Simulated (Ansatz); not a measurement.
Starting cell, GeO2 (rutile):

```
CELL_PARAMETERS angstrom
      4.48750     0.00000     0.00000
      0.00000     4.48750     0.00000
      0.00000     0.00000     2.90497
ATOMIC_POSITIONS crystal
  Ge 0.00000 0.00000 0.00000
  Ge 0.50000 0.50000 0.50000
  O  0.30714 0.30714 0.00000
  O  0.80714 0.19286 0.50000
  O  0.19286 0.80714 0.50000
  O  0.69286 0.69286 0.00000
```

In this cell atom 2 (Ge, nearest neighbour O at 1.899 Å; its periodic images, 2.9 Å or more away, move with it) is moved by s along Cartesian x, unit vector (1.000, 0.000, 0.000); all other atoms and the cell stay fixed.

The numbers are results of PBE (plane waves to 420 eV, PAW, scalar-relativistic; Ansatz, a first-principles code), not measurements. k mesh 6×6×9 (Γ-centred), Fermi-Dirac smearing 0.05 eV. F∥ is the force on the atom along that direction. GeO2 was relaxed with its symmetry unable to fall. 

```json
[
 {"s (Å)": "-0.570", "F∥ (eV/Å)": "10.417"},
 {"s (Å)": "-0.456", "F∥ (eV/Å)": "9.073"},
 {"s (Å)": "-0.342", "F∥ (eV/Å)": "7.214"},
 {"s (Å)": "-0.228", "F∥ (eV/Å)": "4.993"},
 {"s (Å)": "-0.114", "F∥ (eV/Å)": "2.550"},
 {"s (Å)": "0.000", "F∥ (eV/Å)": "0.000"},
 {"s (Å)": "0.114", "F∥ (eV/Å)": "-2.550"},
 {"s (Å)": "0.228", "F∥ (eV/Å)": "-4.993"},
 {"s (Å)": "0.342", "F∥ (eV/Å)": "-7.214"},
 {"s (Å)": "0.456", "F∥ (eV/Å)": "-9.073"},
 {"s (Å)": "0.570", "F∥ (eV/Å)": "-10.417"}
]
```

Task: What is the force constant k = d²E/ds² of this move at s = 0?

Result: 22.5 eV/Å². The forces along the line at the two nearest points give (2.550 − (-2.550)) / (2·0.114) = 22.37 eV/Å²; the next pair corrects for the finite step.

(A displaced cell: forces are minus the slopes of the energy, force constants its curvatures, and phonons follow from these.)
